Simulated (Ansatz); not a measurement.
Ge:

```
Ge
1.0
    -2.57449    2.57449    1.39741
     2.57449   -2.57449    1.39741
     2.57449    2.57449   -1.39741
Ge
2
Direct
  0.50000 0.50000 0.00000
  0.25000 0.75000 0.50000
```

This isn't the form of Ge at room conditions, which is diamond.

A run of Ansatz 0.2.0 on this cell left the log below. Logs are shortened: lines on timing, memory, paths and dates and some standing lists are left out, and cuts for length are marked.

```text
Warning: RAYON_NUM_THREADS=1 ignored (pool sized by the plan → 1); use --threads N
LAPW: plane waves up to 8.174 Å⁻¹, error target 1.0e-3 eV per atom; small_component_spin mean_spin; Ge in spheres of 1.334 Å, 22 of its electrons in bands, Dirac shells [] (how accurate: hamiltonian.pseudopotentials.lapw.basis_error, Limitations)
Engine: ansatz 0.2.0, aarch64-unknown-linux-gnu
Pseudopotentials: kind: all_electron
Pseudopotential: Ge, LAPW, valence charge 22, lapw/all_electron/scalar/gaussian/Ge, Koelling and Harmon's equation, gaussian nucleus
Functional definition: PBEsol
  exchange = pbesol_x
  correlation = pbesol_c
Crystal: 2 atoms, lattice volume = 37.048 Å³
Basis set: ecut = 254.5727938823167 eV, 343 PW (Γ), FFT grids on a1+a2, a2, a3, exchange–correlation at level 2
Bands: 27, of which v1, the nominal top of the filled ones, is band 22 counted from 1 (21 counted from 0)
Symmetry: 16 space group operations
Space group: I41/amd (ITA 141), of the structure as read, at distance tolerance 3.3e-5 Å
k-points: 126 of 1331
Non-local potential: Ge, projectors of the file, none
Initial density: superposition of atomic densities (chi_scale 0.1, normalization cell)
Initial wavefunctions: plane waves of lowest kinetic energy (no species holds an atomic orbital)
Functional: x = pbesol(κ = 0.804, μ = 0.12345679012345678), c = pbesol(β = 0.046)
iter 1 solved again at ethr=8.73e-5 eV; its pass at ethr=1.00e-1 eV (dr2=3.84e-2 eV) is discarded
SCF iter   1: F=—  HF=-114149.378812 eV  |F-HF|=—  |Δ(HF+E_count)|=         —  Δρ=1.34e-2  dr2=3.85e-2  ethr=8.73e-5  ⟨swp⟩=3.0  Hψ=22642  notcnv=0
preconditioner: auto → Kerker (q_TF=auto, 2.808 Å⁻¹)  [metal: Δε(μ)=0.035 eV  Ē_g=24.182 eV  σ=0.050 eV  W_gap=0.17  n_scr=16 (ndim 8)  ℏωp=32.3 eV  f_vac=0.000  D(μ)=1.03/eV (n_scr^D=4)]
SCF iter   2: F=—  HF=-114149.353595 eV  |F-HF|=—  |Δ(HF+E_count)|=   2.52e-2  Δρ=8.87e-3  dr2=1.96e-2  ethr=8.73e-5  ⟨swp⟩=2.0  Hψ=10140  notcnv=0
SCF iter   3: F=—  HF=-114149.350866 eV  |F-HF|=—  |Δ(HF+E_count)|=   2.73e-3  Δρ=5.34e-3  dr2=7.84e-3  ethr=4.47e-5  ⟨swp⟩=2.0  Hψ=9854  notcnv=0
SCF iter   4: F=—  HF=-114149.350513 eV  |F-HF|=—  |Δ(HF+E_count)|=   3.53e-4  Δρ=1.81e-3  dr2=1.19e-3  ethr=1.78e-5  ⟨swp⟩=2.0  Hψ=9858  notcnv=0
iter 5 solved again at ethr=8.81e-8 eV; its pass at ethr=2.69e-6 eV (dr2=3.87e-5 eV) is discarded
SCF iter   5: F=—  HF=-114149.350346 eV  |F-HF|=—  |Δ(HF+E_count)|=   1.68e-4  Δρ=2.93e-4  dr2=3.88e-5  ethr=8.81e-8  ⟨swp⟩=2.0  Hψ=16810  notcnv=0
SCF iter   6: F=—  HF=-114149.350347 eV  |F-HF|=—  |Δ(HF+E_count)|=   1.09e-6  Δρ=1.00e-4  dr2=4.33e-6  ethr=8.81e-8  ⟨swp⟩=2.0  Hψ=9854  notcnv=0
SCF iter   7: F=-114149.350347 eV  HF=-114149.350347 eV  |F-HF|=1.57e-8  |Δ(HF+E_count)|=   6.60e-7  Δρ=1.60e-5  dr2=7.29e-8  ethr=9.85e-9  ⟨swp⟩=2.0  Hψ=9854  notcnv=0
SCF 1 converged in 7 iterations: F = -114149.350347 eV  dr2 = 7.29e-8
NSCF: frozen V_eff on 85 k-points
SCF converged after 7 iterations
Free energy (F): -114149.350347 eV
Harris-Foulkes:  -114149.350347 eV  (|F-HF|=1.57e-8)
Internal energy: -114149.342308 eV  (E = F + TS)
E sigma→0 (E₀):  -114149.346328 eV
Entropy (-TS):   -0.008039 eV (-4.020 meV/atom)
Fermi energy:    12.786888 eV
--- Per-component energies (eV) ---
  E_band       = -1953.511196
  E_kinetic    = 116530.655566
  E_xc         = -4255.968457
  E_electrostatic = -226424.029417  (all electrons and nuclei)
  E_smearing   = -0.008039  (= −TS)
  E_closure    = 0.000000  (closes the sum)
  E_atoms      = -114139.838039  (free atoms, spherical and without spin; not in F)
  Σ components = -114149.350347   (vs F -114149.350347, Δ=0.00e0)
  Basis errors (estimates in eV, not in F): energy 3.3e-4 per atom: plane waves 3.1e-4 (1.7e-4 summed), levels above the bands 1.1e-72, relativity 5.8e-9, radial functions 2.0e-5, core shells 2.7e-11; eigenvalues (radial functions only) 4.5e-6; not estimated: angular momenta, meshes, grids; target (lapw.basis_error) 1.0e-3; muffin-tin radii Ge 1.334 Å
--- Forces (eV/Å), atoms counted from 1 ---
  atom   1  Ge     0.00000000    -0.00000000     0.00000000
  atom   2  Ge     0.00000000     0.00000000     0.00000000
  max |Σ_I F_I| component: 2.60e-18 eV/Å
--- Stress (GPa, compression-positive) ---
       -0.483971       0.000000      -0.000000
        0.000000      -0.483971       0.000000
       -0.000000       0.000000      -0.746744
  P = ⅓ Tr σ = -0.5716 GPa (-5.716 kbar)
--- Band table (eV; the first three rows and the last of 126) ---
  k-point 0: bands = ["-150.5337", "-150.5332", "-97.8549", "-97.8548", "-97.8383", "-97.8383", "-97.8344", "-97.8344", "-11.9573", "-11.9125", "-11.8825", "-11.8803", "-11.7750", "-11.7750", "-11.7686", "-11.7686", "-11.7071", "-11.6400", "-0.5470", "8.6982", "10.4271", "10.4271", "15.9970", "20.3575", "20.3575", "20.9131", "21.1229"]
  k-point 1: bands = ["-150.5337", "-150.5332", "-97.8549", "-97.8548", "-97.8382", "-97.8382", "-97.8345", "-97.8345", "-11.9529", "-11.9134", "-11.8829", "-11.8785", "-11.7769", "-11.7727", "-11.7674", "-11.7669", "-11.7098", "-11.6446", "-0.4557", "7.8851", "10.5273", "11.0250", "16.4724", "19.3669", "19.8586", "21.0315", "21.1945"]
  k-point 2: bands = ["-150.5337", "-150.5332", "-97.8549", "-97.8548", "-97.8380", "-97.8380", "-97.8347", "-97.8347", "-11.9400", "-11.9154", "-11.8897", "-11.8669", "-11.7830", "-11.7669", "-11.7646", "-11.7621", "-11.7176", "-11.6576", "-0.1818", "6.5224", "10.8267", "11.8400", "17.7991", "17.9163", "18.7520", "20.8106", "21.0715"]
  k-point 125: bands = ["-150.5335", "-150.5334", "-97.8548", "-97.8548", "-97.8386", "-97.8385", "-97.8342", "-97.8341", "-11.9186", "-11.9182", "-11.8027", "-11.7914", "-11.7814", "-11.7777", "-11.7720", "-11.7649", "-11.7648", "-11.7625", "3.5981", "3.9326", "6.8860", "7.2235", "18.9471", "18.9561", "23.2663", "23.6491", "27.9218"]
```

What input gives this log?

Band structure with PBEsol, no spin polarisation. The files as run (others can give the same):

input.yaml
```yaml
crystal:
  lattice:
    - [-2.574489719, 2.574489719, 1.3974126432]
    - [2.574489719, -2.574489719, 1.3974126432]
    - [2.574489719, 2.574489719, -1.3974126432]
  atoms:
    - { symbol: Ge, position: [0.5, 0.5, 0.0] }
    - { symbol: Ge, position: [0.25, 0.75, 0.5] }
kpoints:
  mp_grid: { grid: [11, 11, 11] }
  band_path:
    path:
      - [0.0, 0.0, 0.0]
      - [0.0, 0.0, 0.5]
      - [-0.5, 0.5, 0.5]
      - [0.0, 0.0, 0.0]
      - [0.323655812, 0.323655812, -0.323655812]
      - [0.25, 0.25, 0.25]
      - [0.0, 0.5, 0.0]
      - [-0.323655812, 0.676344188, 0.323655812]
    npoints: 12
scf:
  occupations: { method: fermi_dirac, width: 0.05 }
hamiltonian:
  xc: pbesol
  pseudopotentials: { kind: all_electron, lapw: { basis_error: 0.001 } }
output:
  forces: true
  stress: true
  eigenvalues: true
```

Potentials or basis: all-electron LAPW, scalar-relativistic.
The run is started by
```sh
$ ansatz run input.yaml --threads 1 --pin off --max-ram 3072MiB --backend cpu --events-out ev --progress --plain --runs-dir out
```
